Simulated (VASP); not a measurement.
# PbSe (Pm-3m) in VASP: notebook

Runs on PbSe. Level: PBEsol. Tasks: single point.

Program: VASP 6.6.1. These are calculated values, not measurements. Logs are shortened: lines on timing, memory, paths and dates and some standing lists are left out, and cuts for length are marked.

## 1. The structure

It takes space group Pm-3m (No. 221, cubic). Conventional cell: a = 3.696 Å, b = 3.696 Å, c = 3.696 Å, α = 90.00°, β = 90.00°, γ = 90.00°. Around Pb (site symmetry m-3m) lie 8 Se at 3.20 Å. Around Se (site symmetry m-3m) lie 8 Pb at 3.20 Å.

Measurements of this composition are mostly on another form, of space group No. 225.

## 2. Single point, PBEsol

INCAR

```
ALGO = Fast
EDIFF = 1E-6
ENCUT = 520
GGA = PS
ISIF = 2
ISMEAR = 0
LASPH = True
LCHARG = False
LREAL = False
LWAVE = False
NBANDS = 17
NELM = 100
PREC = Accurate
SIGMA = 0.05
```

KPOINTS

```
k-points
0
Gamma
  6 6 6
```

POSCAR

```
PbSe
1.0
    3.6957871771      0.0000000000      0.0000000000
    0.0000000000      3.6957871771      0.0000000000
    0.0000000000      0.0000000000      3.6957871771
Pb Se
1 1
Direct
    0.0000000000      0.0000000000      0.0000000000
    0.5000000000      0.5000000000      0.5000000000
```

Potentials or basis: VASP PAW PBE potentials, release 64 (Pb_d, Se).

Launch:

```sh
> cat potpaw_PBE.64/Pb_d/POTCAR potpaw_PBE.64/Se/POTCAR > POTCAR
> mpirun -np 1 vasp_std > vasp.out
```

OUTCAR:

```text
EDIFF = 1E-6
   ENCUT = 520
   GGA = PS
   ISIF = 2
   ISMEAR = 0
   LASPH = True
   LREAL = False
   NELM = 100
   PREC = Accurate

 ion  position               nearest neighbor table
   1  0.000  0.000  0.000-   2 3.20   2 3.20   2 3.20   2 3.20   2 3.20   2 3.20   2 3.20   2 3.20

   2  0.500  0.500  0.500-   1 3.20   1 3.20   1 3.20   1 3.20   1 3.20   1 3.20   1 3.20   1 3.20

  LATTYP: Found a simple cubic cell.
 ALAT       =     3.6957871771

  Lattice vectors:

 A1 = (   3.6957871771,   0.0000000000,   0.0000000000)
 A2 = (   0.0000000000,   3.6957871771,   0.0000000000)
 A3 = (   0.0000000000,   0.0000000000,   3.6957871771)

Analysis of symmetry for initial positions (statically):
=====================================================================
 Subroutine PRICEL returns:
 Original cell was already a primitive cell.

 Routine SETGRP: Setting up the symmetry group for a
 simple cubic supercell.

 Subroutine GETGRP returns: Found 48 space group operations
 (whereof 48 operations were pure point group operations)
 out of a pool of 48 trial point group operations.

The static configuration has the point symmetry O_h .

Analysis of symmetry for dynamics (positions and initial velocities):
=====================================================================
 Subroutine PRICEL returns:
 Original cell was already a primitive cell.

 Routine SETGRP: Setting up the symmetry group for a
 simple cubic supercell.

 Subroutine GETGRP returns: Found 48 space group operations
 (whereof 48 operations were pure point group operations)
 out of a pool of 48 trial point group operations.

The dynamic configuration has the point symmetry O_h .

 Subroutine INISYM returns: Found 48 space group operations
 (whereof 48 operations are pure point group operations),
 and found     1 'primitive' translations

----------------------------------------------------------------------------------------

                                     Primitive cell

  volume of cell :      50.4802

  direct lattice vectors                    reciprocal lattice vectors
     3.695787177  0.000000000  0.000000000     0.270578351  0.000000000  0.000000000
     0.000000000  3.695787177  0.000000000     0.000000000  0.270578351  0.000000000
     0.000000000  0.000000000  3.695787177     0.000000000  0.000000000  0.270578351

  length of vectors
[... 76 lines left out ...]
   NELM   =    100;   NELMIN=  2; NELMDL= -5     # of ELM steps
   EDIFF  = 0.1E-05   stopping-criterion for ELM
   LREAL  =      F    real-space projection
   EDIFFG = 0.1E-04   stopping-criterion for IOM
   NSW    =      0    number of steps for IOM
   IBRION =     -1    ionic relax: 0-MD 1-quasi-New 2-CG
   NFREE  =      0    steps in history (QN), initial steepest desc. (CG)
   ISIF   =      2    stress and relaxation
   ISYM   =      2    0-nonsym 1-usesym 2-fastsym
   POTIM  = 0.5000    time-step for ionic-motion
   TEBEG  =    0.0;   TEEND  =   0.0 temperature during run
   PSTRESS=    0.0 pullay stress
   NELECT =      20.0000    total number of electrons
   NUPDOWN=      -1.0000    fix difference up-down
   EMIN   =  10.00;   EMAX   =-10.00  energy-range for DOS
   EFERMI =   0.00;   METHOD = LEGACY
   ISMEAR =     0;   SIGMA  =   0.05  broadening in eV -4-tet -1-fermi 0-gaus
   EFERMI_NEDOS =   21; number of points for ismear=-14 and -15
   IALGO  =     68    algorithm
   IMIX   =      4    mixing-type and parameters
     AMIX     =   0.40;   BMIX     =  1.00
     AMIX_MAG =   1.60;   BMIX_MAG =  1.00
  volume/ion in A,a.u.               =      25.24       170.33
  Fermi-wavevector in a.u.,A,eV,Ry     =   1.202388  2.272183 19.670436  1.445736
  Thomas-Fermi vector in A             =   2.338170
   LORBIT       =      0    0 simple, 1 ext, 2 COOP (PROOUT), +10 PAW based schemes
   GGA     = PS    functional components
   LHFCALC =     F    Hartree Fock is set to
   AEXX    =    0.0000 exact exchange contribution
   IVDW    =     0    specifies the selected vdW correction
   LEPSILON=     F    determine dielectric tensor
   LRPA    =     F    only Hartree local field effects (RPA)
 non-spin polarized calculation
 RMM-DIIS sequential band-by-band and
 Gauss-broadening in eV      SIGMA  =   0.05
  energy-cutoff  :      520.00
  volume of cell :       50.48
 maximum number of plane-waves:      1388
 NGX is ok and might be reduce to    28
   NGX = 13   NGY = 13   NGZ = 13

 number of electron      19.9999997 magnetization

 Free energy of the ion-electron system (eV)
  ---------------------------------------------------
  ext. energy  EPLUGINS =         0.00000000
  ---------------------------------------------------
  free energy    TOTEN  =        -8.49927978 eV

  energy without entropy =       -8.49684627  energy(sigma->0) =       -8.49806303

 E-fermi :   5.8756     XC(G=0): -10.4591

 val. band max:        5.8486152131   @ k =   0.5000   0.0000   0.0000
 cond. band min:       5.9107765257   @ k =   0.5000   0.5000   0.0000
 fundamental gap:      0.0621613126
 Fermi energy:         5.8756229924

 k-point     1 :       0.0000    0.0000    0.0000
  band No.  band energies     occupation
      1     -10.8624      2.00000
      2     -10.8624      2.00000
      3     -10.6747      2.00000
      4     -10.6747      2.00000
      5     -10.6747      2.00000
      6      -7.7488      2.00000
[... 377 lines left out ...]
      4     -10.6146      2.00000
      5     -10.6146      2.00000
      6      -5.4646      2.00000
[... 9 lines left out ...]
     16      20.4063      0.00000
     17      23.8079      0.00000

------------------------ aborting loop because EDIFF is reached ----------------------------------------

  FORCE on cell =-STRESS in cart. coord.  units (eV):
  Direction    XX          YY          ZZ          XY          YZ          ZX
  --------------------------------------------------------------------------------------
  -------------------------------------------------------------------------------------
  Total        0.0819014      0.0819014      0.0819014     -0.0000000     -0.0000000     -0.0000000
  in kB        2.5994459      2.5994459      2.5994459     -0.0000000     -0.0000000     -0.0000000
  external PRESSURE =       2.5994459 kB  Pullay stress =       0.0000000 kB

 VOLUME and BASIS-vectors are now :
 -----------------------------------------------------------------------------
  energy-cutoff  :      520.00
  volume of cell :       50.48
      direct lattice vectors                 reciprocal lattice vectors
     3.695787177  0.000000000  0.000000000     0.270578351  0.000000000  0.000000000
     0.000000000  3.695787177  0.000000000     0.000000000  0.270578351  0.000000000
     0.000000000  0.000000000  3.695787177     0.000000000  0.000000000  0.270578351

 POSITION                                       TOTAL-FORCE (eV/Angst)
 -----------------------------------------------------------------------------------
      0.00000      0.00000      0.00000         0.000000      0.000000      0.000000
      1.84789      1.84789      1.84789         0.000000      0.000000      0.000000
 -----------------------------------------------------------------------------------
    total drift:                               -0.000000      0.000000     -0.000000

  FREE ENERGIE OF THE ION-ELECTRON SYSTEM (eV)
  ---------------------------------------------------
  free  energy   TOTEN  =        -8.4992797811 eV

  energy  without entropy=       -8.4968462750  energy(sigma->0) =       -8.49806303
```

Run time: 12 s. Hardware: 1 thread of Intel Xeon Platinum 8488C (Sapphire Rapids), shared host; peak memory 0.16 GiB.

What came out:

```yaml
Free_energy: -8.4993 eV
Pressure: 0.3 GPa
Band_gap_on_the_k_mesh: none (metal or under the smearing width)
```

Levels at points of the mesh, in eV from the Fermi level:
```
           k point  band 6  band 7  band 8  band 9  band 10  band 11  band 12  band 13  band 14  band 15
(0.00, 0.00, 0.00)  -13.62   -6.82   -1.60   -1.60    -1.60     5.06     5.06     6.64     6.64     6.64
(0.50, 0.00, 0.00)  -12.39   -9.19   -0.23   -0.23    -0.03     0.19     3.58     3.58     6.36     8.56
(0.50, 0.50, 0.00)  -11.59   -7.41   -4.72   -4.72     0.04     4.44     4.44     5.43     6.93     9.15
(0.50, 0.50, 0.50)  -11.34   -6.17   -2.52   -2.52    -2.52    -0.76    -0.76    -0.76    14.53    14.53
```

Caveat: the PAW data sets were made with another functional, which shifts forces and pressure a little.

(Part 1 of 2 ends here.)
